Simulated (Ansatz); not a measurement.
## What tensor shear ε_xz = +0.32 % does to InN

Base system: InN in the zinc blende structure (space group F-43m, No. 216; a = 5.000 Å). Axes: x, y, z lie along the cube axes.

One thing is altered: tensor shear ε_xz = +0.32 % (engineering shear γ = 0.0064); the atoms relax in the strained cell.

Method: r2SCAN (Ansatz, an electronic-structure program; PAW; 500 eV plane waves; no SOC), earlier PAW set. Settings: 11×11×11 k-points, 0.05 eV Fermi–Dirac smearing.

```json
[
 {"quantity": "volume per atom", "base": "15.62 Å³", "changed": "15.62 Å³", "shift": "0.00 Å³"},
 {"quantity": "space group", "base": "F-43m (No. 216)", "changed": "Imm2 (No. 44)", "shift": "–"},
 {"quantity": "energy relative to the base (free energy F)", "base": "0 meV/atom", "changed": "+0.2 meV/atom", "shift": "+0.2 meV/atom"},
 {"quantity": "pressure (mean of the normal stresses, compression positive)", "base": "0.0 GPa", "changed": "0.0 GPa", "shift": "0.0 GPa"},
 {"quantity": "band gap", "base": "zero", "changed": "zero", "shift": "–"},
 {"quantity": "stress (xx, yy, zz, yz, xz, xy; compression positive) (rough)", "base": "–", "changed": "(0.0, 0.0, 0.0, 0.0, -0.5, 0.0) GPa", "shift": "–"}
]
```

Cost of the whole job for the changed cell (relaxation, final SCF and bands): around 90 core-seconds (rough).

Without a gap, meshes like the base's 11×11×11 leave anisotropic stresses uncertain by several tenths of a GPa, and small strain energies with them. No phonon test of stability was made. All final runs are without spin polarisation. Gaps under 0.05 eV, about the width of the smearing, are given as zero. This is not the structure that InN has at room temperature and ambient pressure. The zero or small gap of InN can change with the level of theory.
